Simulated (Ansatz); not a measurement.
Below is the output of a Python script on the Python package of Ansatz (0.2.0) that makes a calculation of the dielectric tensor and Born charges of MgO, space group P6_3mc. Write a script that gives it. Settings: PBEsol, PAW, the default cutoff (420 eV here), 6×6×4 k-points, fixed occupations.

```
Mg O
1.0
     3.30779    0.00000    0.00000
    -1.65389    2.86463    0.00000
     0.00000    0.00000    4.98288
Mg O
2 2
Direct
  0.33333 0.66667 0.00216
  0.66667 0.33333 0.50216
  0.33333 0.66667 0.40244
  0.66667 0.33333 0.90244
```

Running `python eps_mgo.py` prints:
```text
mean eps_inf 3.062, fraction of exact exchange 1/eps = 0.327
[[ 3.024  0.    -0.   ]
 [-0.     3.024  0.   ]
 [-0.     0.     3.14 ]]
Born charge tensor of Mg 0
[[1.795 0.    0.   ]
 [0.    1.795 0.   ]
 [0.    0.    1.911]]
Born charge tensor of Mg 1
[[1.795 0.    0.   ]
 [0.    1.795 0.   ]
 [0.    0.    1.911]]
Born charge tensor of O 2
[[-1.795  0.     0.   ]
 [ 0.    -1.795  0.   ]
 [ 0.     0.    -1.911]]
Born charge tensor of O 3
[[-1.795  0.     0.   ]
 [ 0.    -1.795  0.   ]
 [ 0.     0.    -1.911]]
charge neutrality missed by 0.0034 e before the sum rule
```

The script that was run (others could print the same):

`eps_mgo.py`:
```python
import warnings

import ansatz as az
import numpy as np


def main() -> None:
    warnings.simplefilter("ignore", az.DeckWarning)

    system = (
        az.Lattice.from_parameters(3.307787, 3.307787, 4.982882, alpha=90.0, beta=90.0, gamma=120.0)
        .atom("Mg", (1 / 3, 2 / 3, 0.00216))
        .atom("Mg", (2 / 3, 1 / 3, 0.50216))
        .atom("O", (1 / 3, 2 / 3, 0.40244))
        .atom("O", (2 / 3, 1 / 3, 0.90244))
    )

    base = (
        system.calculation()
        .functional("pbesol")
        .pseudopotentials("paw")
        .kpoints(mesh=(6, 6, 4))
        .occupations("fixed")
        .dielectric()
    )
    result = base.run(threads=1)
    response = result.dielectric
    eps = np.asarray(response.eps_inf)

    print(f"mean eps_inf {np.trace(eps) / 3:.3f}, fraction of exact exchange 1/eps = {3 / np.trace(eps):.3f}")
    print(np.array2string(eps, precision=3, suppress_small=True))
    for index, (site, z) in enumerate(zip(result.lattice.sites, response.zstar_e)):
        print("Born charge tensor of", site.symbol, index)
        print(np.round(z, 3) + 0.0)
    print(f"charge neutrality missed by {response.zstar_sum_residual_pre_e:.4f} e before the sum rule")


if __name__ == "__main__":
    main()
```

What to keep in mind:
- The Fermi level of a run with fixed occupations marks the highest occupied state on its mesh, not mid-gap.
- Averages over directions belong to no single polarisation, least of all in layered crystals.
- Pressure is positive in compression.
- The structure comes from a database of computed cells and needn't be a stable or known phase.
- This is the electronic (clamped-ion) response; a semilocal gap that is too small tends to raise it. The typed mesh is that of the SCF; the response is solved on denser meshes that the run picks.
- Timing: 42 s on 1 thread of Arm Neoverse V1, with other jobs on the host, peak memory 0.55 GiB.
